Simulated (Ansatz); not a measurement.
# S under strains and displacements

Computed with DFT PBE, scalar-relativistic, plane waves, PAW (Ansatz 0.2.0).

Plane waves to 420 eV, a k mesh through Γ of 8×8×12 on the computed 4-atom cell and Gaussian smearing (0.10 eV); no spin polarisation.

Reference cell:

```xyz
4
Lattice="5.6781 0.0000 0.0000 0.0000 5.6781 0.0000 0.0000 0.0000 2.9496" Properties=species:S:1:pos:R:3 pbc="T T T"
S     5.0159    5.0159    1.4748
S     0.6621    0.6621    1.4748
S     2.1769    3.5011    0.0000
S     3.5011    2.1769    0.0000
```

Each variant moves atoms of this cell by the vectors given, if any (Å), and then applies a symmetric strain (tensor components, Cartesian axes). The reference cell isn't relaxed at this level. Energies are per atom at zero smearing, counted from the lowest variant. Pressure is positive in compression.

1. strain (xx yy zz yz xz xy, %) -0.72 -0.43 -1.12 -0.23 1.00 -0.02; moves: S1 (-0.067, -0.163, -0.062); S2 (-0.081, 0.252, 0.216); S3 (-0.078, -0.154, -0.055); S4 (0.226, 0.065, -0.100)
2. no strain; moves: S4 (-0.061, 0.133, -0.034)
3. no strain; moves: S4 (0.000, 0.150, 0.000)
4. no strain; moves: S2 (0.000, 0.000, 0.090)

| variant | ΔE (meV/atom) | P (GPa) | largest force (eV/Å) | space group |
| --- | --- | --- | --- | --- |
| 1 | 181.2 | -4.31 | 2.48 | P1 |
| 2 | 123.6 | 8.77 | 7.18 | P1 |
| 3 | 72.6 | 7.04 | 5.24 | Pm |
| 4 | 0.0 | 2.78 | 0.86 | Cm |

Each cell of S holds layers, chains or molecules, and where no dispersion correction was added their binding is poorly described.

This form isn't the element's structure at ambient conditions.